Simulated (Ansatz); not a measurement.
# The polar optical mode of BAs at -1 GPa, worked through

Method: Ansatz, DFT PBE, scalar-relativistic, plane waves, PAW. Cutoff 420 eV, 10×10×10 k-points (Γ-centred), fixed occupations. No spin polarisation. Phonons by linear response, acoustic sum rule imposed.

The cell, relaxed at -1 GPa:
```yaml
crystal:
  lattice:
    - [0.00000, 2.41079, 2.41079]
    - [2.41079, 0.00000, 2.41079]
    - [2.41079, 2.41079, 0.00000]
  atoms:
    - { symbol: B, position: [0.00000, 0.00000, 0.00000] }
    - { symbol: As, position: [0.75000, 0.75000, 0.75000] }
```

The run warned that the force constants aren't converged on this k mesh, so the frequencies and all that is formed from them are rough.

Linear response gives ν_TO = 672.2 cm⁻¹, Born charges ±0.420 e (positive on As) and ε∞ = 9.894. The primitive cell holds 28.023 Å³, and the masses are 10.810 and 74.922 amu.

Q: Find ν_LO and the static dielectric constant.

A: The long-wave field adds a restoring force: ω_LO² − ω_TO² = Z*²e²/(ε_vac ε∞ μV). In these units ν_LO² − ν_TO² = 4.92064×10⁷ Z*²/(μ V ε∞) cm⁻², with μ = m₁m₂/(m₁ + m₂) = 9.447 amu: 3315 cm⁻². So ν_LO = √(672.2² + 3315) = 674.6 cm⁻¹, and the run gives 674.6. Lyddane–Sachs–Teller then gives ε0 = ε∞ (ν_LO/ν_TO)² = 9.97, against 9.97 in the run (it forms both from the same three quantities, so the match checks the arithmetic only). Between ν_TO and ν_LO the dielectric function is negative and an undamped crystal reflects fully: a reststrahlen band from 14.8 to 14.9 μm.

Q: What do the Clausius–Mossotti polarisability and the Szigeti charge come to?

A: With the Lorentz local field, α = (3V/4π)(ε∞ − 1)/(ε∞ + 2) = 5.00 Å³ for the pair, and e_S = 3Z*/(ε∞ + 2) = 0.11 e. The Born charge includes the electrons' response to the dipole's own local field, and e_S takes that enhancement out. The Lorentz field assumes point-like polarisable ions, a poor picture once ε∞ is this large, since the electron clouds then overlap or are shared, so both numbers are formal here.

Q: How strongly does a slow electron couple to the LO mode?

A: For one isotropic parabolic band, Fröhlich's constant is α_F = (1/ε∞ − 1/ε0) √(m* Ry/ħω_LO), with Ry = 13.606 eV, ħω_LO = 83.6 meV and m* in free-electron masses: α_F = 0.0007 × 12.75 × √m* = 0.01 √m*. The band mass isn't part of this run; for m* = 0.1, 0.3 and 1 it gives 0.00, 0.01, 0.01. In weak coupling the polaron lies α_F ħω_LO below the band edge (0 meV at m* = 0.3) with a mass m*(1 + α_F/6); past α_F of about 5 or 6 that expansion fails. A semilocal functional's ε∞ tends to be too large, which taken alone lowers α_F.

Cost: 1 run of about 0.97 core-minutes, on Arm Neoverse V1 (shared hosts).

BAs comes out as an almost purely covalent semiconductor whose optical mode is stiff but barely polar. The high frequency reflects strong, short sp³ bonds and the light boron atom, which carries most of the motion. The LO–TO splitting is only a few wavenumbers because the Born charge is small and enters squared, while the electronic screening weakens the long-range field further. The lattice therefore adds little to the static dielectric constant, and the Fröhlich coupling is weak.

The positive charge on As reverses the usual III–V pattern, but it is the known behaviour of BAs. Boron's 2p shell has no p core beneath it and is compact and strongly bound, so the two elements attract electrons about equally. The sign is then probably set by how the bond charge shifts as the atoms move, and it shouldn't be read as a static ionic charge of ±0.420 e.

Weak Fröhlich coupling alone doesn't imply high carrier mobility, since deformation-potential scattering by acoustic and optical phonons remains.
